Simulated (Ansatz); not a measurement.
# GaN: the cost of one run

Program: Ansatz 0.2.0. Level of theory: DFT PBE, scalar-relativistic, plane waves, PAW. These are calculated values, not measurements.

The COD entry's cell or inner coordinates are ideal or old and differ from later refinements, so a difference from it is no clean test against experiment.

1 further run of the same task is left out (set aside as unsound or not needed).

## 1. Starting point

The structure is hexagonal, space group P6_3mc (No. 186). Conventional cell: a = 3.218 Å, b = 3.218 Å, c = 5.243 Å, α = 90.00°, β = 90.00°, γ = 120.00°. Around Ga (site symmetry 3m) lie 4 N at 1.97 to 1.98 Å. N (site symmetry 3m) is surrounded by 4 Ga at 1.97 to 1.98 Å.

Coordinates:

```
Ga N
1.0
     3.21843    0.00000    0.00000
    -1.60921    2.78724    0.00000
     0.00000    0.00000    5.24303
Ga N
2 2
Direct
  0.33333 0.66667 0.99913
  0.66667 0.33333 0.49913
  0.33333 0.66667 0.37587
  0.66667 0.33333 0.87587
```

This cell was relaxed beforehand with the same method: volume 11.76 Å³/atom, gap on the mesh 1.71 eV.

## 2. Bands, states and charges

input.yaml

```yaml
crystal:
  lattice:
    - [3.2184289138, 0.0, 0.0]
    - [-1.6092144569, 2.7872411996, 0.0]
    - [0.0, 0.0, 5.243030494]
  atoms:
    - { symbol: Ga, position: [0.3333333333, 0.6666666667, -0.0008683119] }
    - { symbol: Ga, position: [0.6666666667, 0.3333333333, 0.4991316881] }
    - { symbol: "N", position: [0.3333333333, 0.6666666667, 0.3758683119] }
    - { symbol: "N", position: [0.6666666667, 0.3333333333, 0.8758683119] }
basis:
  ecutwfc: 420
kpoints:
  mp_grid: { grid: [12, 12, 6] }
  band_path:
    path:
      - [[0.0, 0.0, 0.0], [0.5, 0.0, 0.0], [0.33333333, 0.33333333, 0.0], [0.0, 0.0, 0.0], [0.0, 0.0, 0.5], [0.5, 0.0, 0.5], [0.33333333, 0.33333333, 0.5], [0.0, 0.0, 0.5]]
      - [[0.5, 0.0, 0.5], [0.5, 0.0, 0.0]]
      - [[0.33333333, 0.33333333, 0.5], [0.33333333, 0.33333333, 0.0]]
    npoints: 14
hamiltonian:
  xc: pbe
scf:
  occupations: { method: gaussian, width: 0.02 }
  n_extra_bands: 10
output:
  forces: true
  stress: true
  eigenvalues: true
  populations: true
  dos: { projected: true, de: 0.02, nscf_kmesh: { grid: [18, 18, 9] } }
  bader: true
  write_density: true
  write_potential: true
  elf: true
  volumetric_format: npy
```

Started as:

```
ansatz run input.yaml --threads 1 --pin off --max-ram 2560MiB --backend cpu --events-out ev --progress --plain --runs-dir out
```

**Question.** How long does this run take on 1 thread of Arm Neoverse V2, shared host, and how much memory does it need?

About 63 s, with a peak of 0.39 GiB.
